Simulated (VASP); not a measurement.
Ni:

```
CELL_PARAMETERS angstrom
2.48875 0.00000 0.00000
-1.24437 2.15532 0.00000
0.00000 0.00000 4.06412
ATOMIC_POSITIONS crystal
Ni 0.33333 0.66667 0.25000
Ni 0.66667 0.33333 0.75000
```

This isn't the form of Ni at room conditions, which is fcc.

```yaml
Program: VASP 6.6.1
Task: relaxation of cell and atoms
Functional: PBE
Dispersion: D3(BJ)
Potentials_or_basis: VASP PAW PBE potentials, release 64 (Ni)
Cutoff: 600 eV
k_mesh: 21 × 21 × 10
Occupations: gaussian, width 0.1 eV
Spin: collinear spin, ferromagnetic start
Starting_moments: "[1.0, 1.0] μB"
```

At the start: pressure -6.6 GPa; volume 10.90 Å³/atom.

**Question.** Where does the relaxation end?

**Answer.** Over 11 steps the energy falls by 8.0 meV/atom and the volume is 10.53 Å³/atom (-3.4 %); space group P6_3/mmc (No. 194, to 0.05 Å); moment 1.25 μB per cell.

The path:
| step | energy change (eV) | largest force (eV/Å) | pressure (GPa) | volume (Å³) |
| --- | --- | --- | --- | --- |
| 1 | 0.0000 | 0.0000 | -6.62 | 21.80 |
| 2 | -0.0012 | 0.0000 | 7.37 | 20.41 |
| 3 | -0.0158 | 0.0000 | 0.01 | 21.07 |
| 4 | -0.0158 | 0.0000 | 0.17 | 21.06 |
| 5 | -0.0160 | 0.0000 | 0.17 | 21.06 |
| 6 | -0.0160 | 0.0000 | 0.15 | 21.06 |
| 7 | -0.0160 | 0.0000 | 0.15 | 21.06 |
| 8 | -0.0160 | 0.0000 | 0.13 | 21.06 |
| 9 | -0.0160 | 0.0000 | 0.14 | 21.06 |
| 10 | -0.0160 | 0.0000 | -0.14 | 21.09 |
| 11 | -0.0160 | 0.0000 | 0.02 | 21.07 |

Final structure:
```cif
data_structure
_symmetry_space_group_name_H-M 'P 1'
_symmetry_Int_Tables_number 1
_cell_length_a 2.4553
_cell_length_b 2.4553
_cell_length_c 4.0355
_cell_angle_alpha 90.000
_cell_angle_beta 90.000
_cell_angle_gamma 120.000
_cell_volume 21.07
loop_
_atom_site_label
_atom_site_type_symbol
_atom_site_fract_x
_atom_site_fract_y
_atom_site_fract_z
_atom_site_occupancy
Ni1 Ni 0.33333 0.66667 0.25000 1
Ni2 Ni 0.66667 0.33333 0.75000 1
```

Caveat: pairwise dispersion overbinds metals, which lowers pressure and volume.
